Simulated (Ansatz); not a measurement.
The cell is zincblende ZnSe; cell and atoms were relaxed with r2SCAN. The symmetry is F-43m (No. 216, cubic); a = 5.665 Å in the conventional setting, 22.72 Å³ an atom. Zn is surrounded by 4 Se at 2.45 Å; Se is surrounded by 4 Zn at 2.45 Å.

The questions ask for values computed with Ansatz on this geometry. Non-magnetic throughout; all numbers are computed.

Given (8×8×8 mesh): PBE gives a direct gap of 1.29 eV at Γ.

Problem. How does the gap change from PBE to r2SCAN (8×8×8)?

Solution. With r2SCAN the gap is 1.87 eV and direct, at Γ. The gap differs by +0.58 eV from PBE's.

Problem. Estimate the gap with HSE06 on 6×6×6.

Solution. With HSE06 the gap is 2.42 eV and direct, at Γ. The gap differs by +1.13 eV from PBE's.

Problem. Estimate the gap with PBE0 on 6×6×6.

Solution. The PBE0 gap is direct at Γ: 3.05 eV. The gap differs by +1.76 eV from PBE's.

Problem. Roughly how does the cost of the HSE06 run (6×6×6) compare with r2SCAN's (8×8×8)?

Solution. About 23 times as much (2.5 core-minutes against 7 core-seconds, on a shared machine).

Problem. Going by these computed values, what does each step up buy?

Solution. r2SCAN covers 51 % of the step from PBE to HSE06, while HSE06 needs about 23 times r2SCAN's cost (on a coarser mesh). Among these functionals the gap stays direct.

The meshes of the hybrids are coarse, so their gaps aren't converged to the digits shown.
